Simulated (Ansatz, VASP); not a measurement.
# Cross-check of SrCl2 between VASP and Ansatz, part 2 of 2

Aim: how closely do two programs agree when they are given the same cell, functional and k mesh? The cell is taken from a series of runs on this material, whose earlier steps may have relaxed, scaled, displaced or heated it; both programs get it as it stands.

VASP 6.6.1 and Ansatz 0.2.0.

So far. Step 2 (VASP: single point, HSE06): The run ends at a pressure of 0.53 GPa.

**3. Ansatz: single point, HSE06**

Level of this step: Ansatz beside VASP: Kohn-Sham DFT, plane waves, HSE06 (Ansatz).

Ansatz runs on its PAW soft_1 files.

The same cell, functional and mesh now go to Ansatz, which takes its cutoff from its data sets.

input.yaml reads:

```yaml
crystal:
  lattice:
    - [0.0, 6.9767, 6.9767]
    - [6.9767, 0.0, 6.9767]
    - [6.9767, 6.9767, 0.0]
  atoms:
    - { symbol: Sr, position: [0.0, 0.0, 0.0] }
    - { symbol: Sr, position: [0.0, 0.0, 0.5] }
    - { symbol: Sr, position: [0.0, 0.5, 0.0] }
    - { symbol: Sr, position: [0.0, 0.5, 0.5] }
    - { symbol: Sr, position: [0.5, 0.0, 0.0] }
    - { symbol: Sr, position: [0.5, 0.0, 0.5] }
    - { symbol: Sr, position: [0.5, 0.5, 0.0] }
    - { symbol: Sr, position: [0.5, 0.5, 0.5] }
    - { symbol: Cl, position: [0.125, 0.125, 0.125] }
    - { symbol: Cl, position: [0.125, 0.125, 0.625] }
    - { symbol: Cl, position: [0.125, 0.625, 0.125] }
    - { symbol: Cl, position: [0.125, 0.625, 0.625] }
    - { symbol: Cl, position: [0.625, 0.125, 0.125] }
    - { symbol: Cl, position: [0.625, 0.125, 0.625] }
    - { symbol: Cl, position: [0.625, 0.625, 0.125] }
    - { symbol: Cl, position: [0.625, 0.625, 0.625] }
    - { symbol: Cl, position: [0.375, 0.375, 0.375] }
    - { symbol: Cl, position: [0.375, 0.375, 0.875] }
    - { symbol: Cl, position: [0.375, 0.875, 0.375] }
    - { symbol: Cl, position: [0.375, 0.875, 0.875] }
    - { symbol: Cl, position: [0.875, 0.375, 0.375] }
    - { symbol: Cl, position: [0.875, 0.375, 0.875] }
    - { symbol: Cl, position: [0.875, 0.875, 0.375] }
    - { symbol: Cl, position: [0.875, 0.875, 0.875] }
kpoints:
  mp_grid: { grid: [2, 2, 2] }
hamiltonian:
  xc: hse06
  pseudopotentials: { kind: paw, azcp: { folder: soft_1 } }
scf:
  occupations: { method: fixed }
  n_extra_bands: 7
output:
  eigenvalues: true
```

Command:

```
$ ansatz run input.yaml --threads 8 --pin off --max-ram 17510MiB --backend cpu --events-out ev --progress --plain --runs-dir out
```

Numbers of over 12 decimals in the logs are rounded to 6 here.

The log of the run:

```text
scf.n_extra_bands = 7 over 96 filled bands (N_el = 192.0): the run solves 103 bands
Engine: ansatz 0.2.0, aarch64-unknown-linux-gnu
Pseudopotentials: kind: paw
Pseudopotential: Sr, paw, valence charge 10, recommended cutoff 420 eV (normal), soft_1/Sr.paw.azcp
Pseudopotential: Cl, paw, valence charge 7, recommended cutoff 420 eV (normal), soft_1/Cl.paw.azcp
Functional definition: HSE06
  parameter a = 0.25
  parameter omega = 0.11/bohr
  exchange = pbe_x - a*pbe_x_sr(omega) + a*exact_x_sr(omega)
  correlation = pbe_c
davidson cushion auto → on  (no smearing: the cushion is to keep the highest requested band from converging to the state above it; pin scf.eigensolver.cushion to override)
Crystal: 24 atoms, lattice volume = 679.173 Å³
Basis set: ecut = 420 eV, 13323 PW (Γ)
Bands: 103, of which v1, the nominal top of the filled ones, is band 96 counted from 1 (95 counted from 0)
Symmetry: 384 space group operations
Space group: Fm-3m (ITA 225), of the structure as read, at distance tolerance 8.8e-5 Å
k-points: 3 of 8
Non-local potential: Sr, projectors of the file, l = 0: 3, l = 1: 2, l = 2: 2
Non-local potential: Cl, projectors of the file, l = 0: 2, l = 1: 2, l = 2: 1
PAW form: soft (Blöchl's): semilocal exchange-correlation on the pseudo side does not see the compensation charge
PAW frozen core: Sr, regenerated for the run's functional, and the local potential with it (the file was generated under x = pbe(κ = 0.804, μ = 0.219515), c = pbe(β = 0.066725))
PAW frozen core: Cl, regenerated for the run's functional, and the local potential with it (the file was generated under x = pbe(κ = 0.804, μ = 0.219515), c = pbe(β = 0.066725))
PAW one-centre angular grid: Sr, 110 points (default); XC on 64 Gauss nodes
PAW one-centre angular grid: Cl, 110 points (default); XC on 64 Gauss nodes
Initial density: superposition of atomic densities (chi_scale 0.1, normalization cell, long waves kept (reshape's long-wave potential 0.00 eV rms))
Initial wavefunctions: pseudopotential atomic-orbital guess
Functional: x = pbe(κ = 0.804, μ = 0.219515), c = pbe(β = 0.066725), warm-up for x = pbe(κ = 0.804, μ = 0.219515) + 0.25 (exact − pbe) at short range (hse, ω = 0.207870 Å⁻¹), c = pbe(β = 0.066725); HSE06 as pw.x's `hse` composes it (authors' and Libxc's form: `xc: wpbeh`)
SCF iter   1: F=—  HF=-45692.778576 eV  |F-HF|=—  |Δ(HF+E_count)|=         —  Δρ=3.78e-2  dr2=1.78e1  ethr=1.00e-1  ⟨swp⟩=7.3  Hψ=913  notcnv=0
preconditioner: auto → none  [insulator: Δε(μ)=4.193 eV  Ē_g=13.496 eV  n_scr=136 (ndim 8)  ℏωp=18.9 eV  f_vac=0.013]
iter 2 solved again at ethr=8.48e-4 eV; its pass at ethr=9.26e-3 eV (dr2=1.63e0 eV) is discarded
SCF iter   2: F=—  HF=-45686.259706 eV  |F-HF|=—  |Δ(HF+E_count)|=    6.52e0  Δρ=1.20e-2  dr2=1.62e0  ethr=8.48e-4  ⟨swp⟩=6.0  Hψ=1650  notcnv=0  defer=6
SCF iter   3: F=—  HF=-45685.893466 eV  |F-HF|=—  |Δ(HF+E_count)|=   3.66e-1  Δρ=4.51e-3  dr2=1.44e-1  ethr=8.43e-4  ⟨swp⟩=4.7  Hψ=855  notcnv=0  defer=3
SCF iter   4: F=—  HF=-45685.945877 eV  |F-HF|=—  |Δ(HF+E_count)|=   5.24e-2  Δρ=1.68e-3  dr2=1.10e-2  ethr=7.52e-5  ⟨swp⟩=7.7  Hψ=879  notcnv=1  defer=3
SCF iter   5: F=-45685.955585 eV  HF=-45685.955753 eV  |F-HF|=1.68e-4  |Δ(HF+E_count)|=   9.88e-3  Δρ=2.58e-4  dr2=3.09e-4  ethr=5.74e-6  ⟨swp⟩=4.7  Hψ=979  notcnv=0  defer=17
SCF 1 stopped early in 5 iterations: F = -45685.955585 eV  dr2 = 3.09e-4
  greatest PAW one-centre occupation: 0.986 electrons in one spin orbital (limit 2), on the Sr atom at site 7 (counted from 0), in its partial waves of l = 0
Initial density: handed on by an earlier stage of this run
Initial wavefunctions: those handed on with the density
Functional: x = pbe(κ = 0.804, μ = 0.219515) + 0.25 (exact − pbe) at short range (hse, ω = 0.207870 Å⁻¹), c = pbe(β = 0.066725); HSE06 as pw.x's `hse` composes it (authors' and Libxc's form: `xc: wpbeh`)
Exchange kernel: α = 0.2500, screened, ω = 0.2079 Å⁻¹, Wigner–Seitz truncation, v(0) = 1043.6054 eV·Å³, q-mesh 2×2×2, nearest image of the exchange supercell L = 19.73 Å, pair-density grid 36×36×36, without the augmentation charges, whose exchange is taken in its separable form by FFT convolution over the k-point mesh (sized by the pseudopotential files, 54×54×54 at the most), smooth part of the exact exchange by density-matrix convolution
Frozen-core exchange: fock
SCF iter   1: F=—  HF=-45719.594898 eV  |F-HF|=—  |Δ(HF+E_count)|=         —  Δρ=2.99e-3  dr2=5.64e-2  ethr=1.61e-6  ⟨swp⟩=10.7  Hψ=1629  notcnv=0
preconditioner: auto → none  [insulator: Δε(μ)=6.626 eV  Ē_g=15.069 eV  n_scr=136 (ndim 8)  ℏωp=18.9 eV  f_vac=0.093]
SCF iter   2: F=—  HF=-45719.575178 eV  |F-HF|=—  |Δ(HF+E_count)|=   1.97e-2  Δρ=1.48e-3  dr2=1.07e-2  ethr=1.61e-6  ⟨swp⟩=5.0  Hψ=1175  notcnv=0
SCF iter   3: F=—  HF=-45719.609081 eV  |F-HF|=—  |Δ(HF+E_count)|=   3.39e-2  Δρ=4.12e-4  dr2=1.05e-3  ethr=1.61e-6  ⟨swp⟩=5.3  Hψ=1097  notcnv=0
SCF iter   4: F=—  HF=-45719.608807 eV  |F-HF|=—  |Δ(HF+E_count)|=   2.75e-4  Δρ=4.62e-5  dr2=4.52e-5  ethr=5.12e-7  ⟨swp⟩=4.0  Hψ=829  notcnv=0
SCF iter   5: F=-45719.609294 eV  HF=-45719.609300 eV  |F-HF|=5.65e-6  |Δ(HF+E_count)|=   4.93e-4  Δρ=3.11e-5  dr2=9.88e-6  ethr=7.24e-9  ⟨swp⟩=8.7  Hψ=1257  notcnv=0  defer=1
SCF 2 stopped early in 5 iterations: F = -45719.609294 eV  dr2 = 9.88e-6
  greatest PAW one-centre occupation: 0.988 electrons in one spin orbital (limit 2), on the Sr atom at site 7 (counted from 0), in its partial waves of l = 0
hybrid outer 1: dexx = +4.264e-2 eV, tail = 7.05e-5 eV
Exchange kernel: α = 0.2500, screened, ω = 0.2079 Å⁻¹, Wigner–Seitz truncation, v(0) = 1043.6054 eV·Å³, q-mesh 2×2×2, nearest image of the exchange supercell L = 19.73 Å, pair-density grid 36×36×36, without the augmentation charges, whose exchange is taken in its separable form by FFT convolution over the k-point mesh (sized by the pseudopotential files, 54×54×54 at the most), smooth part of the exact exchange by density-matrix convolution
Frozen-core exchange: fock
SCF iter   1: F=—  HF=-45719.609349 eV  |F-HF|=—  |Δ(HF+E_count)|=         —  Δρ=2.57e-5  dr2=1.64e-6  ethr=1.84e-7  ⟨swp⟩=6.3  Hψ=765  notcnv=0
preconditioner: auto → none  [insulator: Δε(μ)=6.621 eV  Ē_g=15.066 eV  n_scr=136 (ndim 8)  ℏωp=18.9 eV  f_vac=0.096]
SCF iter   2: F=—  HF=-45719.609349 eV  |F-HF|=—  |Δ(HF+E_count)|=   1.83e-8  Δρ=1.13e-5  dr2=3.08e-7  ethr=6.42e-10  ⟨swp⟩=5.7  Hψ=1019  notcnv=0  defer=7
SCF iter   3: F=—  HF=-45719.609350 eV  |F-HF|=—  |Δ(HF+E_count)|=   5.53e-7  Δρ=4.67e-6  dr2=1.12e-7  ethr=1.33e-10  ⟨swp⟩=4.3  Hψ=999  notcnv=0  defer=17
iter 4 solved again at ethr=2.31e-12 eV; its pass at ethr=5.63e-11 eV (dr2=4.43e-9 eV) is discarded
SCF iter   4: F=-45719.609349 eV  HF=-45719.609349 eV  |F-HF|=1.94e-9  |Δ(HF+E_count)|=   4.19e-8  Δρ=1.05e-6  dr2=4.79e-9  ethr=2.31e-12  ⟨swp⟩=5.0  Hψ=1581  notcnv=0  defer=2
SCF 3 converged in 4 iterations: F = -45719.609349 eV  dr2 = 4.79e-9
hybrid outer 2: dexx = +9.653e-7 eV, tail = 3.23e-8 eV, Δε = 1.77e-3 eV (about 4.20e-5 eV left of the loop's levels)
the search or the solves at the SCF's close seem to have found levels that the self-consistency loop had missed (the run counts 1). By its estimate they hold under 1e-12 electrons; where the run keeps them, the occupations were computed again with them
hybrid SCF converged: 2 outer / 9 inner (+5 warm-up), last move |dexx| = 9.65e-7 eV, tail = 3.23e-8 eV
Stability not checked: this state was not tested for a lower state beside it, because the functional holds exact exchange (a hybrid, or Hartree-Fock), whose exchange loop this test does not read (fock_operator; see scf.lower_state_search)
Free energy (F): -45719.609350 eV
Frozen-core exchange: fock
Harris-Foulkes:  -45719.609350 eV  (|F-HF|=1.94e-9)
Internal energy: -45719.609350 eV  (E = F + TS)
E sigma→0 (E₀):  -45719.609350 eV
Fermi energy:    2.184247 eV
--- Per-component energies (eV) ---
  E_band       = -1467.929007
  E_kinetic    = 4317.269410
  E_local      = -9507.082226  (includes V_loc(G=0)·N_el)
  E_nonlocal   = 2356.064183
  E_hartree    = 2587.970710
  E_xc         = -2511.138716
  E_vxc        = -2496.451385  (∫ρ·V_xc dr)
  E_exx        = -434.520042  (= α·E_x^exact, valence–valence)
  E_paw        = -32293.278660  (= ΣΔE_a)
  E_vpaw       = -444.635793  (= ΣTr[D̂ρ^β])
  E_aug_tail   = 0.001623  (compensation charges beyond the density's cutoff)
  E_ewald      = -10230.141083
  E_core_change = -4.754549  (= ΣΔE_core)
  E_smearing   = -0.000000  (= −TS)
  E_closure    = -0.000000  (closes the sum)
  Σ components = -45719.609350   (vs F -45719.609350, Δ=0.00e0)
--- Band table (eV) ---
  k-point 0: bands = [... 92 lower, 1.8213, 2.1842, 2.1842, 2.1842, 8.8052, 9.0090, 9.0090, 9.0090, ... 3 higher]
  k-point 1: bands = [... 92 lower, 1.6945, 1.6945, 1.6945, 1.6945, 9.6418, 9.6418, 9.6418, 9.6418, ... 3 higher]
  k-point 2: bands = [... 92 lower, 1.9004, 1.9004, 2.0740, 2.0740, 9.6396, 9.6396, 9.7699, 9.7699, ... 3 higher]
```

In the SCF lines HF is the Harris–Foulkes energy and dr2 the Hartree energy of the density residual, in eV; the loop may stop once dr2 is under the threshold and the program's other checks hold. Hψ counts applications of the Hamiltonian.

**4. Comparison**

Known differences besides the potentials themselves: exact exchange at q = 0 is treated differently, which shows on coarse meshes; VASP keeps PBE cores, Ansatz makes them for the functional; fixed occupations in Ansatz, narrow Gaussian smearing in VASP; the cutoff is 420 eV in Ansatz and 400 eV in VASP (PREC = Accurate, projectors in real space); VASP takes a coarser grid for exact exchange (PRECFOCK = Fast). Total energies have different zeros and are not compared.

Both answers:

```
              quantity  Ansatz   VASP  difference
gap on the k mesh (eV)   6.621  6.613      +0.008
```

A gap on the mesh is an upper bound, since the band edges may lie between its points.

**5. Summary of results**

- difference in gap on the k mesh (single point, HSE06): 0.0083 eV

**Reading.** The difference in gap on the k mesh is 0.0083 eV (single point, HSE06), within the 0.08 eV picked in this series as the mark of a large difference. How closely two codes agree says nothing of how well the functional describes the real material.

[Lines on the potential files, build, host, timing and source positions are cut from VASP's logs without a mark.]

[Logs are printed without paths, hosts, clocks, repeated set-up lines and the standing remarks that a program may print on its own settings, such as how far it seeks lower states.]

[Hosts, paths, dates, database ids (printed as entryN), source tags and the programs' standing remarks are cut or masked in the printed files.]
